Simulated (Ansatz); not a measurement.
## Au: settings compared (Ansatz)

Run with:

```bash
ansatz run input.yaml --threads 1 --pin off --max-ram 2560MiB --backend cpu --events-out ev --progress --plain --runs-dir out
```

Input:

```yaml
crystal:
  lattice:
    - [1.444376, 2.501731, 0.0]
    - [-1.444376, 2.501731, 0.0]
    - [0.0, 0.0, 4.640641]
  atoms:
    - { symbol: Au, position: [0.3333, 0.3334, 0.25] }
    - { symbol: Au, position: [0.6666, 0.6667, 0.75] }
  symmetry: { tolerance: 0.0003 }
kpoints:
  mp_grid: { grid: [7, 7, 4], shift: [0, 0, 0] }
magnetization:
  spin_polarized: false
scf:
  occupations: { method: tetrahedron }
hamiltonian:
  pseudopotentials: { kind: paw }
  xc: r2scan
basis:
  ecutwfc: 500
output:
  forces: true
  stress: true
  eigenvalues: true
  write_density: true
  write_potential: true
  elf: true
  volumetric_format: npy
```

Origin of the cell: a known structure type with other elements, at an estimated volume, so it need not be a known compound.

Output of this run (shortened):

```
SCF iter   1: F=—  HF=-26326.991507 eV  Δρ=1.46e-2  dr2=7.02e-2  dr2_τ=6.30e-3
SCF iter   2: F=—  HF=-26326.977710 eV  Δρ=6.12e-3  dr2=1.14e-2  dr2_τ=1.92e-3
SCF iter   3: F=—  HF=-26326.978016 eV  Δρ=2.06e-3  dr2=1.07e-3  dr2_τ=5.40e-5
SCF iter   4: F=—  HF=-26326.978369 eV  Δρ=5.64e-4  dr2=6.89e-5  dr2_τ=5.69e-6
SCF iter   5: F=—  HF=-26326.978449 eV  Δρ=1.75e-4  dr2=1.17e-5  dr2_τ=6.03e-7
SCF iter   6: F=—  HF=-26326.978452 eV  Δρ=3.16e-5  dr2=3.23e-7  dr2_τ=1.01e-8
SCF iter   7: F=-26326.978453 eV  HF=-26326.978453 eV  Δρ=9.44e-6  dr2=2.95e-8  dr2_τ=3.24e-9
SCF 1 converged in 7 iterations: F = -26326.978453 eV  dr2 = 2.95e-8
SCF converged after 7 iterations
Stability not checked: this state was not tested for a lower state beside it, because cold or Methfessel-Paxton smearing, or corrected tetrahedra, fill the levels in a way that the test cannot read (fill_not_monotonic; […]
Free energy (F): -26326.978453 eV
Harris-Foulkes:  -26326.978453 eV  (|F-HF|=1.34e-8)
Internal energy: -26326.975645 eV  (E = F + TS)
E sigma→0 (E₀):  -26326.978453 eV
Entropy (-TS):   -0.002809 eV (-1.404 meV/atom)
Fermi energy:    21.021638 eV
--- Per-component energies (eV) ---
  E_band       = -437.853419
  E_kinetic    = 1212.502405
  E_local      = -3373.307201  (includes V_loc(G=0)·N_el)
  E_nonlocal   = 151.804506
  E_hartree    = 1447.242128
  E_xc         = -436.907197
  E_vxc        = -614.517375  (∫ρ·V_xc dr)
  E_paw        = -19462.583385  (= ΣΔE_a)
  E_vpaw       = -750.706368  (= ΣTr[D̂ρ^β])
  E_aug_tail   = 0.001519  (compensation charges beyond the density's cutoff)
  E_vtau       = 41.875951  (kinetic-family band-sum trace: ∫τ·v_τ [+ j·A + Jᵃ·Aᵃ] dr)
  E_ewald      = -5865.375773
  E_core_change = -0.352647  (= ΣΔE_core)
  E_smearing   = -0.002809  (= −TS)
  Σ components = -26326.978453   (vs F -26326.978453, Δ=0.00e0)
--- Forces (eV/Å), atoms counted from 1 ---
  atom   1  Au    -0.000000     0.000000     0.000000
  atom   2  Au     0.000000     0.000000    -0.000000
  max |Σ_I F_I| component: 1.16e-17 eV/Å
--- Stress (GPa, compression-positive) ---
        6.842319      -0.000000       0.000000
       -0.000000       6.842319      -0.000000
        0.000000      -0.000000      10.259283
  P = ⅓ Tr σ = 7.9813 GPa (79.813 kbar)
```

The same input was run again with these changes:

1. `scf.occupations.method` tetrahedron → gaussian; `scf.occupations.width` default → 0.025
2. `crystal.symmetry` { tolerance: 0.0003 } → { detect: false }; `basis.ecutwfc` 500 → "450 eV"
3. `scf.initial_density.chi_scale` default → 0.0; `hamiltonian.pseudopotentials` { kind: paw } → { kind: paw, source: jth }; `basis.ecutrho_ratio` default → 6
4. `crystal.symmetry` { tolerance: 0.0003 } → { detect: false }; `accuracy` default → medium; `magnetization` { spin_polarized: false } → { spin_polarized: true } (starts: ferro); typed moments: Au1 2, Au2 2

```tsv
run	end	SCF iterations	P (GPa)	max force component (eV/Å)	moment (μB)	ΔE(σ→0) (meV/atom)
base	converged	7	7.98	0.000	–	0
1	converged	6	7.58	0.000	–	-15.41
2	converged	7	7.98	0.000	–	2.00
3	converged	8	8.66	0.000	–	–
4	converged	16	7.98	0.000	0.00	0.00
```

Energies are compared only where functional, datasets, charge and starting cell are the same.

Caveats of the base run: forces and stress under tetrahedra may miss the slope of the energy; no spin-orbit coupling, though heavy elements are present; the k mesh is coarse if the cell is a metal.

Run 2: the cutoff lies below the datasets' advice.
Run 3: the cutoff lies below the datasets' advice.
Run 4: a starting moment was lost.

The base run ran for 2 s on 1 thread of Intel(R) Xeon(R) Platinum 8488C (Sapphire Rapids), with other jobs on the host, peak memory 0.5 GiB, from the program's own first density.
